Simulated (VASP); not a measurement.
# CsPbCl3 (Pm-3m) in VASP: single point with PBE

Aim: the single point of CsPbCl3 with PBE.

All numbers are computed with VASP 6.6.1; they aren't measurements. Logs are shortened: lines on timing, memory, paths and dates and some standing lists are left out, and cuts for length are marked.

**1. Starting point**

The structure is cubic, space group Pm-3m (No. 221). Conventional cell: a = 5.605 Å, b = 5.605 Å, c = 5.605 Å, α = 90.00°, β = 90.00°, γ = 90.00°. Around Cs (site symmetry m-3m) lie 12 Cl at 3.96 Å. Pb (site symmetry m-3m) is surrounded by 6 Cl at 2.80 Å. Cl (site symmetry 4/mmm) is surrounded by 2 Pb at 2.80 Å.

**2. Single point, PBE**

File INCAR:

```
PREC = Accurate
ENCUT = 520
EDIFF = 1E-6
ISMEAR = -1
SIGMA = 0.01
LREAL = F
LASPH = T
NELM = 60
ALGO = Fast
ISIF = 2
LWAVE = F
LCHARG = T
GGA = PE
LELF = T
LVHAR = T
NBANDS = 30
```

File KPOINTS:

```
regular mesh
0
Gamma
  5 5 5
```

File POSCAR:

```
CsPbCl3
1.0
    5.6050000000      0.0000000000      0.0000000000
    0.0000000000      5.6050000000      0.0000000000
    0.0000000000      0.0000000000      5.6050000000
Cs Pb Cl
1 1 3
Direct
    0.0000000000      0.0000000000      0.0000000000
    0.5000000000      0.5000000000      0.5000000000
    0.0000000000      0.5000000000      0.5000000000
    0.5000000000      0.0000000000      0.5000000000
    0.5000000000      0.5000000000      0.0000000000
```

Potentials or basis: VASP PAW PBE potentials, release 64 (Cs_sv, Pb_d, Cl).

Launch:

```bash
> cat potpaw_PBE.64/Cs_sv/POTCAR potpaw_PBE.64/Pb_d/POTCAR potpaw_PBE.64/Cl/POTCAR > POTCAR
> mpirun -np 1 vasp_std > vasp.out
```

OUTCAR:

```text
PREC = Accurate
   ENCUT = 520
   EDIFF = 1E-6
   ISMEAR = -1
   LREAL = F
   LASPH = T
   NELM = 60
   ISIF = 2
   GGA = PE

 ion  position               nearest neighbor table
   1  0.000  0.000  0.000-
   2  0.500  0.500  0.500-   3 2.80   4 2.80   5 2.80   5 2.80   4 2.80   3 2.80
   3  0.000  0.500  0.500-   2 2.80   2 2.80
   4  0.500  0.000  0.500-   2 2.80   2 2.80
   5  0.500  0.500  0.000-   2 2.80   2 2.80

  LATTYP: Found a simple cubic cell.
 ALAT       =     5.6050000000

  Lattice vectors:

 A1 = (   5.6050000000,   0.0000000000,   0.0000000000)
 A2 = (   0.0000000000,   5.6050000000,   0.0000000000)
 A3 = (   0.0000000000,   0.0000000000,   5.6050000000)

Analysis of symmetry for initial positions (statically):
=====================================================================
 Subroutine PRICEL returns:
 Original cell was already a primitive cell.

 Routine SETGRP: Setting up the symmetry group for a
 simple cubic supercell.

 Subroutine GETGRP returns: Found 48 space group operations
 (whereof 48 operations were pure point group operations)
 out of a pool of 48 trial point group operations.

The static configuration has the point symmetry O_h .

Analysis of symmetry for dynamics (positions and initial velocities):
=====================================================================
 Subroutine PRICEL returns:
 Original cell was already a primitive cell.

 Routine SETGRP: Setting up the symmetry group for a
 simple cubic supercell.

 Subroutine GETGRP returns: Found 48 space group operations
 (whereof 48 operations were pure point group operations)
 out of a pool of 48 trial point group operations.

The dynamic configuration has the point symmetry O_h .

 Subroutine INISYM returns: Found 48 space group operations
 (whereof 48 operations are pure point group operations),
 and found     1 'primitive' translations

----------------------------------------------------------------------------------------

                                     Primitive cell

  volume of cell :     176.0868

  direct lattice vectors                    reciprocal lattice vectors
     5.605000000  0.000000000  0.000000000     0.178412132  0.000000000  0.000000000
     0.000000000  5.605000000  0.000000000     0.000000000  0.178412132  0.000000000
     0.000000000  0.000000000  5.605000000     0.000000000  0.000000000  0.178412132

  length of vectors
     5.605000000  5.605000000  5.605000000     0.178412132  0.178412132  0.178412132

  position of ions in fractional coordinates (direct lattice)
     0.000000000  0.000000000  0.000000000
     0.500000000  0.500000000  0.500000000
     0.000000000  0.500000000  0.500000000
     0.500000000  0.000000000  0.500000000
     0.500000000  0.500000000  0.000000000

  ion indices of the primitive-cell ions
   primitive index   ion index
                 1           1
                 2           2
                 3           3
                 4           4
                 5           5

----------------------------------------------------------------------------------------

 KPOINTS: regular mesh

Automatic generation of k-mesh.
 Grid dimensions read from file:
 generate k-points for:    5    5    5

 Generating k-lattice:

  Cartesian coordinates                     Fractional coordinates (reciprocal lattice)
     0.035682426  0.000000000  0.000000000     0.200000000  0.000000000  0.000000000
     0.000000000  0.035682426  0.000000000     0.000000000  0.200000000  0.000000000
     0.000000000  0.000000000  0.035682426     0.000000000  0.000000000  0.200000000

  Length of vectors
     0.035682426  0.035682426  0.035682426

  Shift w.r.t. Gamma in fractional coordinates (k-lattice)
     0.000000000  0.000000000  0.000000000

 Subroutine IBZKPT returns following result:
 ===========================================

 Found     10 irreducible k-points:

 Following reciprocal coordinates:
            Coordinates               Weight
  0.000000  0.000000  0.000000      1.000000
  0.200000  0.000000  0.000000      6.000000
  0.400000  0.000000  0.000000      6.000000
  0.200000  0.200000  0.000000     12.000000
  0.400000  0.200000  0.000000     24.000000
  0.400000  0.400000  0.000000     12.000000
  0.200000  0.200000  0.200000      8.000000
  0.400000  0.200000  0.200000     24.000000
  0.400000  0.400000  0.200000     24.000000
  0.400000  0.400000  0.400000      8.000000
   k-points           NKPTS =     10   k-points in BZ     NKDIM =     10   number of bands    NBANDS=     30
   number of dos      NEDOS =    301   number of ions     NIONS =      5
   total plane-waves  NPLWV =  74088
   dimension x,y,z NGX =    42 NGY =   42 NGZ =   42
   dimension x,y,z NGXF=    84 NGYF=   84 NGZF=   84
   ions per type =               1   1   3
   NGX,Y,Z   is equivalent  to a cutoff of  12.46, 12.46, 12.46 a.u.
   NGXF,Y,Z  is equivalent  to a cutoff of  24.91, 24.91, 24.91 a.u.
 SYSTEM =  unknown system
   PREC   = accura    normal or accurate (medium, high low for compatibility)
   ISTART =      0    job   : 0-new  1-cont  2-samecut
   ICHARG =      2    charge: 1-file 2-atom 10-const
   ISPIN  =      1    spin polarized calculation?
   LNONCOLLINEAR =      F non collinear calculations
   LSORBIT =      F    spin-orbit coupling
   LASPH  =      T    aspherical Exc in radial PAW
   ENCUT  =  520.0 eV  38.22 Ry    6.18 a.u.  10.42 10.42 10.42*2*pi/ulx,y,z
   NELM   =     60;   NELMIN=  2; NELMDL= -5     # of ELM steps
   EDIFF  = 0.1E-05   stopping-criterion for ELM
   LREAL  =      F    real-space projection
   EDIFFG = 0.1E-04   stopping-criterion for IOM
   NSW    =      0    number of steps for IOM
   IBRION =     -1    ionic relax: 0-MD 1-quasi-New 2-CG
   NFREE  =      0    steps in history (QN), initial steepest desc. (CG)
   ISIF   =      2    stress and relaxation
   ISYM   =      2    0-nonsym 1-usesym 2-fastsym
   POTIM  = 0.5000    time-step for ionic-motion
   TEBEG  =    0.0;   TEEND  =   0.0 temperature during run
   PSTRESS=    0.0 pullay stress
   NELECT =      44.0000    total number of electrons
   NUPDOWN=      -1.0000    fix difference up-down
   EMIN   =  10.00;   EMAX   =-10.00  energy-range for DOS
   EFERMI =   0.00;   METHOD = LEGACY
   ISMEAR =    -1;   SIGMA  =   0.01  broadening in eV -4-tet -1-fermi 0-gaus
   EFERMI_NEDOS =   21; number of points for ismear=-14 and -15
   IALGO  =     68    algorithm
   IMIX   =      4    mixing-type and parameters
     AMIX     =   0.40;   BMIX     =  1.00
     AMIX_MAG =   1.60;   BMIX_MAG =  1.00
  volume/ion in A,a.u.               =      35.22       237.66
  Fermi-wavevector in a.u.,A,eV,Ry     =   1.031138  1.948568 14.466333  1.063245
  Thomas-Fermi vector in A             =   2.165271
   LORBIT       =      0    0 simple, 1 ext, 2 COOP (PROOUT), +10 PAW based schemes
   GGA     = PE    functional components
   LHFCALC =     F    Hartree Fock is set to
   AEXX    =    0.0000 exact exchange contribution
   IVDW    =     0    specifies the selected vdW correction
   LEPSILON=     F    determine dielectric tensor
   LRPA    =     F    only Hartree local field effects (RPA)
 non-spin polarized calculation
 RMM-DIIS sequential band-by-band and
  energy-cutoff  :      520.00
  volume of cell :      176.09
 maximum number of plane-waves:      4765
 NGX is ok and might be reduce to    42
   NGX = 21   NGY = 21   NGZ = 21

 number of electron      44.0000004 magnetization

 Free energy of the ion-electron system (eV)
  ---------------------------------------------------
  ext. energy  EPLUGINS =         0.00000000
  ---------------------------------------------------
  free energy    TOTEN  =       -17.50764342 eV

  energy without entropy =      -17.50764342  energy(sigma->0) =      -17.50764342

 E-fermi :   1.4277     XC(G=0):  -7.8210

 val. band max:        1.2036687029   @ k =   0.4000   0.4000   0.4000
 cond. band min:       4.1669122942   @ k =   0.4000   0.4000   0.4000
 fundamental gap:      2.9632435913
 Fermi energy:         1.4277456768

 k-point     1 :       0.0000    0.0000    0.0000
  band No.  band energies     occupation
      1     -19.5691      2.00000
      2     -15.0078      2.00000
      3     -15.0078      2.00000
      4     -14.7602      2.00000
      5     -14.7602      2.00000
      6     -14.7602      2.00000
[... 22 lines left out ...]
     29       7.9946      0.00000
     30       7.9947      0.00000

 k-point     2 :       0.2000    0.0000    0.0000
  band No.  band energies     occupation
      1     -19.5684      2.00000
      2     -15.0077      2.00000
      3     -14.9720      2.00000
      4     -14.7608      2.00000
      5     -14.7608      2.00000
      6     -14.7603      2.00000
[... 22 lines left out ...]
     29       7.1358      0.00000
     30       8.0496      0.00000

 k-point     3 :       0.4000    0.0000    0.0000
  band No.  band energies     occupation
      1     -19.5671      2.00000
      2     -15.0076      2.00000
      3     -14.9118      2.00000
      4     -14.7616      2.00000
      5     -14.7616      2.00000
      6     -14.7602      2.00000
[... 22 lines left out ...]
     29       7.4453      0.00000
     30       8.8514      0.00000

 k-point     4 :       0.2000    0.2000    0.0000
  band No.  band energies     occupation
      1     -19.5677      2.00000
      2     -14.9903      2.00000
      3     -14.9521      2.00000
      4     -14.7613      2.00000
      5     -14.7608      2.00000
      6     -14.7608      2.00000
[... 22 lines left out ...]
     29       7.3473      0.00000
     30       7.9385      0.00000

 k-point     5 :       0.4000    0.2000    0.0000
  band No.  band energies     occupation
      1     -19.5665      2.00000
      2     -14.9845      2.00000
      3     -14.8950      2.00000
      4     -14.7621      2.00000
      5     -14.7616      2.00000
      6     -14.7607      2.00000
[... 22 lines left out ...]
     29       7.6377      0.00000
     30       8.2224      0.00000

 k-point     6 :       0.4000    0.4000    0.0000
  band No.  band energies     occupation
      1     -19.5654      2.00000
      2     -14.9635      2.00000
      3     -14.8480      2.00000
      4     -14.7629      2.00000
      5     -14.7616      2.00000
      6     -14.7616      2.00000
[... 22 lines left out ...]
     29       7.9824      0.00000
     30       8.0265      0.00000

 k-point     7 :       0.2000    0.2000    0.2000
  band No.  band energies     occupation
      1     -19.5670      2.00000
      2     -14.9520      2.00000
      3     -14.9520      2.00000
      4     -14.7613      2.00000
      5     -14.7613      2.00000
      6     -14.7613      2.00000
[... 22 lines left out ...]
     29       7.7729      0.00000
     30       7.7737      0.00000

 k-point     8 :       0.4000    0.2000    0.2000
  band No.  band energies     occupation
      1     -19.5659      2.00000
      2     -14.9519      2.00000
      3     -14.8870      2.00000
      4     -14.7621      2.00000
      5     -14.7621      2.00000
      6     -14.7613      2.00000
[... 22 lines left out ...]
     29       7.9298      0.00000
     30       8.1865      0.00000

 k-point     9 :       0.4000    0.4000    0.2000
  band No.  band energies     occupation
      1     -19.5649      2.00000
      2     -14.9211      2.00000
      3     -14.8479      2.00000
      4     -14.7630      2.00000
      5     -14.7621      2.00000
      6     -14.7621      2.00000
[... 22 lines left out ...]
     29       7.8770      0.00000
     30       7.9740      0.00000

 k-point    10 :       0.4000    0.4000    0.4000
  band No.  band energies     occupation
      1     -19.5640      2.00000
      2     -14.8479      2.00000
      3     -14.8479      2.00000
      4     -14.7630      2.00000
      5     -14.7630      2.00000
      6     -14.7630      2.00000
[... 22 lines left out ...]
     29       7.5013      0.00000
     30       8.3800      0.00000

------------------------ aborting loop because EDIFF is reached ----------------------------------------

  FORCE on cell =-STRESS in cart. coord.  units (eV):
  Direction    XX          YY          ZZ          XY          YZ          ZX
  --------------------------------------------------------------------------------------
  -------------------------------------------------------------------------------------
  Total        1.8530150      1.8530150      1.8530150     -0.0000000     -0.0000000      0.0000000
  in kB       16.8601980     16.8601980     16.8601980     -0.0000000     -0.0000000      0.0000000
  external PRESSURE =      16.8601980 kB  Pullay stress =       0.0000000 kB

 VOLUME and BASIS-vectors are now :
 -----------------------------------------------------------------------------
  energy-cutoff  :      520.00
  volume of cell :      176.09
      direct lattice vectors                 reciprocal lattice vectors
     5.605000000  0.000000000  0.000000000     0.178412132  0.000000000  0.000000000
     0.000000000  5.605000000  0.000000000     0.000000000  0.178412132  0.000000000
     0.000000000  0.000000000  5.605000000     0.000000000  0.000000000  0.178412132

 POSITION                                       TOTAL-FORCE (eV/Angst)
 -----------------------------------------------------------------------------------
      0.00000      0.00000      0.00000         0.000000      0.000000      0.000000
      2.80250      2.80250      2.80250         0.000000      0.000000      0.000000
      0.00000      2.80250      2.80250         0.000000      0.000000      0.000000
      2.80250      0.00000      2.80250         0.000000      0.000000      0.000000
      2.80250      2.80250      0.00000         0.000000      0.000000      0.000000
 -----------------------------------------------------------------------------------
    total drift:                                0.000000     -0.000000     -0.000000

  FREE ENERGIE OF THE ION-ELECTRON SYSTEM (eV)
  ---------------------------------------------------
  free  energy   TOTEN  =       -17.5076434241 eV

  energy  without entropy=      -17.5076434241  energy(sigma->0) =      -17.50764342
```

Wall time 43 s (1 thread of Intel Xeon 6975P-C (Granite Rapids), shared host); peak memory 0.27 GiB.

What came out:

* Free energy: -17.5076 eV
* Pressure: 1.7 GPa
* Band gap on the k mesh: 2.96 eV, direct

Caveat: spin-orbit coupling is left out, which as a rule narrows the gap of such compounds by several tenths of an eV; an odd mesh through Γ misses points on the zone boundary, where band edges often lie.
